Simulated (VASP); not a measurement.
Input of a VASP 6.6.1 run:

The input INCAR:

```
SYSTEM = Ge
ALGO     = Normal         ! electronic algorithm
EDIFF    = 1E-7           ! SCF threshold, eV
EDIFFG   = -0.002         ! ionic threshold
ENCUT    = 520            ! plane-wave cutoff, eV
IBRION   = 2              ! ionic algorithm
ISIF     = 3              ! what is computed and relaxed
ISMEAR   = 0              ! smearing method
LASPH    = .True.         ! aspherical terms in the spheres
LCHARG   = .False.        ! write CHGCAR
LMIXTAU  = .True.       
LREAL    = .False.        ! projectors in reciprocal space
LWAVE    = .False.        ! write WAVECAR
METAGGA  = R2SCAN         ! meta-GGA
NELM     = 60             ! most SCF steps
NSW      = 80             ! ionic steps
PREC     = Accurate       ! precision mode
SIGMA    = 0.02           ! smearing width, eV
```

KPOINTS

```
k-points
0
Gamma
  10 10 10
  0 0 0
```

The input POSCAR:

```
Ge                                      
1.0
    0.0000000000      2.8376393290      2.8376393290
    2.8376393290      0.0000000000      2.8376393290
    2.8376393290      2.8376393290      0.0000000000
  Ge            
     2
Direct
     0.0000000000000000    1.0000000000000000    0.0000000000000000
     0.2500000000000000    0.2500000000000000    0.2500000000000000
```

Potentials or basis: VASP PAW PBE potentials, release 64 (Ge_d).

Run with:

```bash
$ cat potpaw_PBE.64/Ge_d/POTCAR > POTCAR
$ mpirun -np 1 vasp_std > vasp.out
```

(1) Estimate the space group after relaxing (to 0.05 Å).

(2) Estimate the relaxed cell.

(3) Predict the band gap on the k mesh.

Results:

(1) Fd-3m (No. 227).

(2) a = 4.013 Å, b = 4.013 Å, c = 4.013 Å, α = 60.00°, β = 60.00°, γ = 60.00°.

(3) 0.31 eV, direct.
